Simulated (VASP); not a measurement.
# BAs (F-43m) in VASP: notebook

One crystal, BAs, is run at these levels: HSE06; tasks: single point.

Everything below comes from runs of VASP 6.6.1. Logs are shortened: lines on timing, memory, paths and dates and some standing lists are left out, and cuts for length are marked.

## Step 1: The structure

Symmetry: F-43m, No. 216, cubic system. Conventional cell: a = 4.777 Å, b = 4.777 Å, c = 4.777 Å, α = 90.00°, β = 90.00°, γ = 90.00°. As (site symmetry -43m) has 4 B at 2.07 Å as nearest neighbours. B (site symmetry -43m) has 4 As at 2.07 Å as nearest neighbours.

## Step 2: Single point, HSE06, non-collinear spin, zero start, spin-orbit coupling

Input file POSCAR:

```
BAs
1.0
    0.0000000000      2.3885000000      2.3885000000
    2.3885000000      0.0000000000      2.3885000000
    2.3885000000      2.3885000000      0.0000000000
As B
1 1
Direct
    0.7500000000      0.7500000000      0.7500000000
    0.0000000000      0.0000000000      0.0000000000
```

Input file INCAR.step1:

```
SYSTEM = BAs
  ALGO = Normal
  EDIFF = 1E-5
  ENCUT = 520
  GGA = PE
  GGA_COMPAT = .False.
  ISIF = 2
  ISMEAR = 0
  LASPH = .True.
  LCHARG = .False.
  LNONCOLLINEAR = .True.
  LORBIT = 11
  LREAL = .False.
  LSORBIT = .True.
  LWAVE = .True.
  MAGMOM = 0 0 0 0 0 0
  NBANDS = 20
  NELM = 80
  PREC = Accurate
  SIGMA = 0.02
```

Input file INCAR.step2:

```
SYSTEM = BAs
  ALGO = Normal
  EDIFF = 1E-6
  ENCUT = 520
  GGA = PE
  GGA_COMPAT = .False.
  HFSCREEN = 0.2
  ISIF = 2
  ISMEAR = 0
  ISTART = 1
  LASPH = .True.
  LCHARG = .False.
  LHFCALC = .True.
  LNONCOLLINEAR = .True.
  LORBIT = 11
  LREAL = .False.
  LSORBIT = .True.
  LWAVE = .False.
  MAGMOM = 0 0 0 0 0 0
  NBANDS = 20
  NELM = 80
  PREC = Accurate
  PRECFOCK = Fast
  SIGMA = 0.02
```

Input file KPOINTS:

```
k-points
0
Gamma
  6 6 6
  0 0 0
```

Potentials or basis: VASP PAW PBE potentials, release 64 (As, B).

Command:

```sh
> cat potpaw_PBE.64/As/POTCAR potpaw_PBE.64/B/POTCAR > POTCAR
> cp INCAR.step1 INCAR
> mpirun -np 1 vasp_ncl > vasp.out
> cp INCAR.step2 INCAR
> mpirun -np 1 vasp_ncl > vasp.out
```

OUTCAR:

```text
SYSTEM = BAs
   EDIFF = 1E-6
   ENCUT = 520
   GGA = PE
   HFSCREEN = 0.2
   ISIF = 2
   ISMEAR = 0
   ISTART = 1
   LASPH = .True.
   LHFCALC = .True.
   LNONCOLLINEAR = .True.
   LORBIT = 11
   LREAL = .False.
   LSORBIT = .True.
   NELM = 80
   PREC = Accurate
   PRECFOCK = Fast

 ion  position               nearest neighbor table
   1  0.750  0.750  0.750-   2 2.07   2 2.07   2 2.07   2 2.07
   2  0.000  0.000  0.000-   1 2.07   1 2.07   1 2.07   1 2.07

  LATTYP: Found a face centered cubic cell.
 ALAT       =     4.7770000000

  Lattice vectors:

 A1 = (   0.0000000000,   2.3885000000,   2.3885000000)
 A2 = (   2.3885000000,   0.0000000000,   2.3885000000)
 A3 = (   2.3885000000,   2.3885000000,   0.0000000000)

Analysis of symmetry for initial positions (statically):
=====================================================================
 Subroutine PRICEL returns:
 Original cell was already a primitive cell.

 Routine SETGRP: Setting up the symmetry group for a
 face centered cubic supercell.

 Subroutine GETGRP returns: Found 24 space group operations
 (whereof 24 operations were pure point group operations)
 out of a pool of 48 trial point group operations.

The static configuration has the point symmetry T_d .

Analysis of symmetry for dynamics (positions and initial velocities):
=====================================================================
 Subroutine PRICEL returns:
 Original cell was already a primitive cell.

 Routine SETGRP: Setting up the symmetry group for a
 face centered cubic supercell.

 Subroutine GETGRP returns: Found 24 space group operations
 (whereof 24 operations were pure point group operations)
 out of a pool of 48 trial point group operations.

The dynamic configuration has the point symmetry T_d .

Analysis of structural, dynamic, and magnetic symmetry:
=====================================================================
 Subroutine PRICEL returns:
 Original cell was already a primitive cell.

 Routine SETGRP: Setting up the symmetry group for a
[... 680 lines left out ...]
  -------------------------------------------------------------------------------------
  Total       -0.1004647     -0.1004647     -0.1004647     -0.0000000      0.0000000     -0.0000000
  in kB       -5.9063415     -5.9063415     -5.9063415     -0.0000000      0.0000000     -0.0000000
  external PRESSURE =      -5.9063415 kB  Pullay stress =       0.0000000 kB

 VOLUME and BASIS-vectors are now :
 -----------------------------------------------------------------------------
  energy-cutoff  :      520.00
  volume of cell :       27.25
      direct lattice vectors                 reciprocal lattice vectors
     0.000000000  2.388500000  2.388500000    -0.209336404  0.209336404  0.209336404
     2.388500000  0.000000000  2.388500000     0.209336404 -0.209336404  0.209336404
     2.388500000  2.388500000  0.000000000     0.209336404  0.209336404 -0.209336404

 POSITION                                       TOTAL-FORCE (eV/Angst)
 -----------------------------------------------------------------------------------
      3.58275      3.58275      3.58275         0.000000      0.000000      0.000000
      0.00000      0.00000      0.00000        -0.000000     -0.000000     -0.000000
 -----------------------------------------------------------------------------------
    total drift:                                0.000000      0.000000      0.000000

  FREE ENERGIE OF THE ION-ELECTRON SYSTEM (eV)
  ---------------------------------------------------
  free  energy   TOTEN  =       -13.2850892767 eV

  energy  without entropy=      -13.2850892767  energy(sigma->0) =      -13.28508928

 Spin-Orbit-Coupling matrix elements

 Ion:    1  E_soc:     -0.0203957
 l=   1
     0.0000000    -0.0033713    -0.0033713
    -0.0033713     0.0000000    -0.0033713
    -0.0033713    -0.0033713     0.0000000
 l=   2
     0.0000000    -0.0000147     0.0000000    -0.0000147    -0.0000132
    -0.0000147     0.0000000    -0.0000099    -0.0000147    -0.0000033
     0.0000000    -0.0000099     0.0000000    -0.0000099     0.0000000
    -0.0000147    -0.0000147    -0.0000099     0.0000000    -0.0000033
    -0.0000132    -0.0000033     0.0000000    -0.0000033     0.0000000
 l=   3
     0.0000000     0.0000000     0.0000000     0.0000000     0.0000000     0.0000000     0.0000000
     0.0000000     0.0000000     0.0000000     0.0000000     0.0000000     0.0000000     0.0000000
     0.0000000     0.0000000     0.0000000     0.0000000     0.0000000     0.0000000     0.0000000
     0.0000000     0.0000000     0.0000000     0.0000000     0.0000000     0.0000000     0.0000000
     0.0000000     0.0000000     0.0000000     0.0000000     0.0000000     0.0000000     0.0000000
     0.0000000     0.0000000     0.0000000     0.0000000     0.0000000     0.0000000     0.0000000
     0.0000000     0.0000000     0.0000000     0.0000000     0.0000000     0.0000000     0.0000000

 Ion:    2  E_soc:     -0.0000076
 l=   1
     0.0000000    -0.0000013    -0.0000013
    -0.0000013     0.0000000    -0.0000013
    -0.0000013    -0.0000013     0.0000000
 l=   2
     0.0000000     0.0000000     0.0000000     0.0000000     0.0000000
     0.0000000     0.0000000     0.0000000     0.0000000     0.0000000
     0.0000000     0.0000000     0.0000000     0.0000000     0.0000000
     0.0000000     0.0000000     0.0000000     0.0000000     0.0000000
     0.0000000     0.0000000     0.0000000     0.0000000     0.0000000
 l=   3
     0.0000000     0.0000000     0.0000000     0.0000000     0.0000000     0.0000000     0.0000000
     0.0000000     0.0000000     0.0000000     0.0000000     0.0000000     0.0000000     0.0000000
     0.0000000     0.0000000     0.0000000     0.0000000     0.0000000     0.0000000     0.0000000
     0.0000000     0.0000000     0.0000000     0.0000000     0.0000000     0.0000000     0.0000000
     0.0000000     0.0000000     0.0000000     0.0000000     0.0000000     0.0000000     0.0000000
     0.0000000     0.0000000     0.0000000     0.0000000     0.0000000     0.0000000     0.0000000
     0.0000000     0.0000000     0.0000000     0.0000000     0.0000000     0.0000000     0.0000000

 total charge

# of ion       s       p       d       tot
------------------------------------------
    1        1.186   1.700   0.093   2.979
    2        0.656   1.175   0.000   1.831
--------------------------------------------------
tot          1.841   2.875   0.093   4.809

 magnetization (x)

# of ion       s       p       d       tot
------------------------------------------
    1        0.000   0.000   0.000   0.000
    2       -0.000  -0.000   0.000  -0.000
--------------------------------------------------
tot         -0.000  -0.000   0.000  -0.000

 magnetization (y)

# of ion       s       p       d       tot
------------------------------------------
    1       -0.000   0.000   0.000  -0.000
    2        0.000   0.000   0.000   0.000
--------------------------------------------------
tot         -0.000   0.000   0.000  -0.000

 magnetization (z)

# of ion       s       p       d       tot
------------------------------------------
    1        0.000   0.000  -0.000  -0.000
    2       -0.000   0.000   0.000   0.000
--------------------------------------------------
tot         -0.000   0.000  -0.000   0.000
```

OUTCAR.step1:

```text
SYSTEM = BAs
   EDIFF = 1E-5
   ENCUT = 520
   GGA = PE
   ISIF = 2
   ISMEAR = 0
   LASPH = .True.
   LNONCOLLINEAR = .True.
   LORBIT = 11
   LREAL = .False.
   LSORBIT = .True.
   NELM = 80
   PREC = Accurate

[... 807 lines left out ...]

 magnetization (y)

# of ion       s       p       d       tot
------------------------------------------
    1       -0.000   0.000   0.000  -0.000
    2        0.000   0.000   0.000   0.000
--------------------------------------------------
tot         -0.000   0.000   0.000  -0.000

 magnetization (z)

# of ion       s       p       d       tot
------------------------------------------
    1       -0.000   0.000  -0.000  -0.000
    2       -0.000   0.000   0.000   0.000
--------------------------------------------------
tot         -0.000   0.000  -0.000  -0.000
```

OSZICAR.step1:

```text
N       E                     dE             d eps       ncg     rms          rms(c)
DAV:   1     0.170686444824E+02    0.17069E+02   -0.33014E+03   880   0.710E+02
DAV:   2    -0.107658964064E+02   -0.27835E+02   -0.25713E+02  1184   0.127E+02
DAV:   3    -0.120364518279E+02   -0.12706E+01   -0.12560E+01  1092   0.241E+01
DAV:   4    -0.120418793368E+02   -0.54275E-02   -0.54256E-02  1048   0.177E+00
DAV:   5    -0.120418911505E+02   -0.11814E-04   -0.11813E-04  1040   0.912E-02    0.494E+00
DAV:   6    -0.114622206560E+02    0.57967E+00   -0.39879E-01   984   0.564E+00    0.239E+00
DAV:   7    -0.114051059510E+02    0.57115E-01   -0.14461E-01  1096   0.269E+00    0.992E-01
DAV:   8    -0.113981410670E+02    0.69649E-02   -0.16473E-02   988   0.966E-01    0.116E-01
DAV:   9    -0.113980776027E+02    0.63464E-04   -0.93036E-04  1016   0.262E-01    0.610E-02
DAV:  10    -0.113982410158E+02   -0.16341E-03   -0.20372E-04  1020   0.973E-02    0.412E-02
DAV:  11    -0.113982670316E+02   -0.26016E-04   -0.19455E-05  1060   0.353E-02    0.140E-02
DAV:  12    -0.113982677079E+02   -0.67625E-06   -0.83384E-07   616   0.746E-03
   1 F= -.11398268E+02 E0= -.11398268E+02  d E =-.125142E-30  mag=    -0.0000     0.0000    -0.0000
```

It took 10 min on 1 thread of Intel Xeon 6975P-C (Granite Rapids), shared host; peak memory 0.35 GiB.

Results:

```yaml
Free_energy: -13.2851 eV
Pressure: -0.6 GPa
Net_moment: 0.00 μB per cell
Valence_electrons_inside_the_program's_atomic_spheres: As 2.98; B 1.83
```

Moments on the atoms (μB; x, y, z):
```
As  0.00 0.00 0.00
B   0.00 0.00 0.00
```

Caveat: the k mesh is coarse (spacing up to 0.38 Å⁻¹), so the values aren't converged, least of all with exact exchange; the PAW data sets were made with another functional, which shifts forces and pressure a little.

## Step 3: Single point, HSE06

POSCAR is that of step 2.

Input file INCAR.step1:

```
SYSTEM = BAs
  ALGO = Normal
  EDIFF = 1E-5
  ENCUT = 520
  GGA = PE
  ISIF = 2
  ISMEAR = 0
  LASPH = .True.
  LCHARG = .False.
  LREAL = .False.
  LWAVE = .True.
  NBANDS = 11
  NELM = 80
  PREC = Accurate
  SIGMA = 0.02
```

Input file INCAR.step2:

```
SYSTEM = BAs
  ALGO = Normal
  EDIFF = 1E-6
  ENCUT = 520
  GGA = PE
  HFSCREEN = 0.2
  ISIF = 2
  ISMEAR = 0
  ISTART = 1
  LASPH = .True.
  LCHARG = .False.
  LHFCALC = .True.
  LREAL = .False.
  LWAVE = .False.
  NBANDS = 11
  NELM = 80
  PREC = Accurate
  PRECFOCK = Fast
  SIGMA = 0.02
```

KPOINTS is that of step 2.

Potentials or basis: VASP PAW PBE potentials, release 64 (As, B).

Command:

```sh
> cat potpaw_PBE.64/As/POTCAR potpaw_PBE.64/B/POTCAR > POTCAR
> cp INCAR.step1 INCAR
> mpirun -np 1 vasp_std > vasp.out
> cp INCAR.step2 INCAR
> mpirun -np 1 vasp_std > vasp.out
```

OUTCAR:

```text
SYSTEM = BAs
   EDIFF = 1E-6
   ENCUT = 520
   GGA = PE
   HFSCREEN = 0.2
   ISIF = 2
   ISMEAR = 0
   ISTART = 1
   LASPH = .True.
   LHFCALC = .True.
   LREAL = .False.
   NELM = 80
   PREC = Accurate
   PRECFOCK = Fast

 ion  position               nearest neighbor table
   1  0.750  0.750  0.750-   2 2.07   2 2.07   2 2.07   2 2.07
   2  0.000  0.000  0.000-   1 2.07   1 2.07   1 2.07   1 2.07

  LATTYP: Found a face centered cubic cell.
[... 412 lines left out ...]
     11      22.9265      0.00000

------------------------ aborting loop because EDIFF is reached ----------------------------------------

  FORCE on cell =-STRESS in cart. coord.  units (eV):
  Direction    XX          YY          ZZ          XY          YZ          ZX
  --------------------------------------------------------------------------------------
  -------------------------------------------------------------------------------------
  Total       -0.1004201     -0.1004201     -0.1004201      0.0000000      0.0000000     -0.0000000
  in kB       -5.9037148     -5.9037148     -5.9037148      0.0000000      0.0000000     -0.0000000
  external PRESSURE =      -5.9037148 kB  Pullay stress =       0.0000000 kB

 VOLUME and BASIS-vectors are now :
 -----------------------------------------------------------------------------
  energy-cutoff  :      520.00
  volume of cell :       27.25
      direct lattice vectors                 reciprocal lattice vectors
     0.000000000  2.388500000  2.388500000    -0.209336404  0.209336404  0.209336404
     2.388500000  0.000000000  2.388500000     0.209336404 -0.209336404  0.209336404
     2.388500000  2.388500000  0.000000000     0.209336404  0.209336404 -0.209336404

 POSITION                                       TOTAL-FORCE (eV/Angst)
 -----------------------------------------------------------------------------------
      3.58275      3.58275      3.58275         0.000000     -0.000000     -0.000000
      0.00000      0.00000      0.00000        -0.000000      0.000000      0.000000
 -----------------------------------------------------------------------------------
    total drift:                                0.000000      0.000000      0.000000

  FREE ENERGIE OF THE ION-ELECTRON SYSTEM (eV)
  ---------------------------------------------------
  free  energy   TOTEN  =       -13.2749504992 eV

  energy  without entropy=      -13.2749504992  energy(sigma->0) =      -13.27495050
```

OSZICAR.step1:

```text
N       E                     dE             d eps       ncg     rms          rms(c)
DAV:   1     0.116039333075E+02    0.11604E+02   -0.35003E+03   352   0.628E+02
DAV:   2    -0.113178204750E+02   -0.22922E+02   -0.21878E+02   450   0.105E+02
DAV:   3    -0.120300724807E+02   -0.71225E+00   -0.71111E+00   445   0.170E+01
DAV:   4    -0.120321770220E+02   -0.21045E-02   -0.21044E-02   381   0.104E+00
DAV:   5    -0.120321804161E+02   -0.33941E-05   -0.33941E-05   414   0.448E-02    0.494E+00
DAV:   6    -0.114542483269E+02    0.57793E+00   -0.15932E+00   376   0.513E+00    0.240E+00
DAV:   7    -0.113940315023E+02    0.60217E-01   -0.19382E-01   412   0.216E+00    0.988E-01
DAV:   8    -0.113871711871E+02    0.68603E-02   -0.20612E-02   391   0.818E-01    0.989E-02
DAV:   9    -0.113874867202E+02   -0.31553E-03   -0.78159E-04   403   0.161E-01    0.590E-02
DAV:  10    -0.113876470845E+02   -0.16036E-03   -0.19663E-04   369   0.858E-02    0.121E-02
DAV:  11    -0.113876528385E+02   -0.57540E-05   -0.52363E-06   394   0.154E-02
   1 F= -.11387653E+02 E0= -.11387653E+02  d E =-.749634E-24
```

It took 1.7 min on 1 thread of Intel Xeon 6975P-C (Granite Rapids), shared host; peak memory 0.26 GiB.

What came out:

| Item | Value |
| --- | --- |
| Free energy | -13.2750 eV |
| Pressure | -0.6 GPa |
| Band gap on the k mesh | 1.96 eV, indirect (least direct gap 4.13 eV) |

Levels at points of the mesh, in eV from the valence-band top:
| k point | band 1 | band 2 | band 3 | band 4 | band 5 | band 6 | band 7 | band 8 |
| --- | --- | --- | --- | --- | --- | --- | --- | --- |
| (0.00, 0.00, 0.00) | -16.96 | 0.00 | 0.00 | 0.00 | 4.13 | 4.13 | 4.13 | 5.90 |
| (0.50, 0.00, 0.00) | -13.77 | -9.70 | -1.99 | -1.99 | 3.58 | 5.71 | 5.71 | 10.04 |
| (0.50, 0.50, 0.00) | -12.26 | -9.49 | -4.47 | -4.47 | 2.10 | 2.16 | 12.96 | 12.96 |

Caveat: the PAW data sets were made with another functional, which shifts forces and pressure a little. A k mesh can miss the band edges.
